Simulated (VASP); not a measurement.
Write the native input for VASP 6.6.1 that does the following.

| Item | Value |
| --- | --- |
| Task | band structure |
| Functional | PBE0 |
| Potentials or basis | VASP PAW PBE potentials, release 64 (W_sv, S) |
| Cutoff | 520 eV |
| k mesh | 6 × 6 × 2 |
| Occupations | gaussian, width 0.02 eV |
| Spin | no spin polarisation |
| Ladder | gaps |
| Grid for exact exchange (PRECFOCK) | Fast |
| Exchange at q = 0 | truncated |
| Further INCAR settings | ALGO = Normal; EDIFF = 1e-06 |

The system is WS2 (Tungstenite).

```
W S
1.0
     3.18000    0.00000    0.00000
    -1.59000    2.75396    0.00000
     0.00000    0.00000   12.50000
W S
2 4
Cartesian
  1.5900 0.9180 9.3750
  0.0000 1.8360 3.1250
  1.5900 0.9180 4.6875
  0.0000 1.8360 10.9375
  1.5900 0.9180 1.5625
  0.0000 1.8360 7.8125
```

The input as run:

POSCAR

```
WS2
1.0
    3.1800000000      0.0000000000      0.0000000000
   -1.5900000000      2.7539607840      0.0000000000
    0.0000000000      0.0000000000     12.5000000000
W S
2 4
Direct
    0.6666666667      0.3333333333      0.7500000000
    0.3333333333      0.6666666667      0.2500000000
    0.6666666667      0.3333333333      0.3750000000
    0.3333333333      0.6666666667      0.8750000000
    0.6666666667      0.3333333333      0.1250000000
    0.3333333333      0.6666666667      0.6250000000
```

INCAR.step1

```
SYSTEM = WS2
  PREC = Accurate
  ENCUT = 520
  EDIFF = 1E-5
  ISMEAR = 0
  SIGMA = 0.02
  LREAL = .False.
  LASPH = .True.
  NELM = 100
  ALGO = Normal
  ISIF = 2
  LWAVE = .True.
  LCHARG = .False.
  LMAXMIX = 4
  GGA = PE
  KPAR = 4
```

INCAR.step2

```
SYSTEM = WS2
  PREC = Accurate
  ENCUT = 520
  EDIFF = 1E-6
  ISMEAR = 0
  SIGMA = 0.02
  LREAL = .False.
  LASPH = .True.
  NELM = 100
  ALGO = Normal
  ISIF = 2
  LWAVE = .False.
  LCHARG = .False.
  LMAXMIX = 4
  GGA = PE
  LHFCALC = .True.
  AEXX = 0.25
  PRECFOCK = Fast
  ISTART = 1
  HFRCUT = -1
  KPAR = 4
```

KPOINTS

```
Automatic mesh
0
Gamma
  6 6 2
  0 0 0
```

KPOINTS_OPT

```
path GMKGALHA,LM,KH
8
line-mode
reciprocal
 0.0000000000  0.0000000000  0.0000000000  G
 0.5000000000  0.0000000000  0.0000000000  M

 0.5000000000  0.0000000000  0.0000000000  M
 0.3333333333  0.3333333333  0.0000000000  K

 0.3333333333  0.3333333333  0.0000000000  K
 0.0000000000  0.0000000000  0.0000000000  G

 0.0000000000  0.0000000000  0.0000000000  G
 0.0000000000  0.0000000000  0.5000000000  A

 0.0000000000  0.0000000000  0.5000000000  A
 0.5000000000  0.0000000000  0.5000000000  L

 0.5000000000  0.0000000000  0.5000000000  L
 0.3333333333  0.3333333333  0.5000000000  H

 0.3333333333  0.3333333333  0.5000000000  H
 0.0000000000  0.0000000000  0.5000000000  A

 0.5000000000  0.0000000000  0.5000000000  L
 0.5000000000  0.0000000000  0.0000000000  M

 0.3333333333  0.3333333333  0.0000000000  K
 0.3333333333  0.3333333333  0.5000000000  H
```

Potentials or basis: VASP PAW PBE potentials, release 64 (W_sv, S).

Command:

```console
$ cat potpaw_PBE.64/W_sv/POTCAR potpaw_PBE.64/S/POTCAR > POTCAR
$ cp INCAR.step1 INCAR
$ mpirun -np 4 vasp_std > vasp.out
$ cp INCAR.step2 INCAR
$ mpirun -np 4 vasp_std > vasp.out
```

Results of the run:

```json
{
  "Pressure": "-2.7 GPa",
  "Largest force": "0.391 eV/Å",
  "Band gap on the k mesh": "2.26 eV, indirect (least direct gap 2.92 eV)",
  "Band gap along the path": "2.28 eV, indirect (least direct gap 2.92 eV)"
}
```

Caveat: the PAW data sets were made with another functional, which shifts forces and pressure a little; spin-orbit coupling is left out, which moves the levels of the heavy elements; this functional lacks dispersion, which binds the layers, so the pressure and a relaxed spacing across them are unreliable.

Wall time 110 min on 4 MPI ranks on Intel(R) Xeon(R) Platinum 8488C (Sapphire Rapids), with other jobs on the host, peak memory 0.34 GiB a rank.
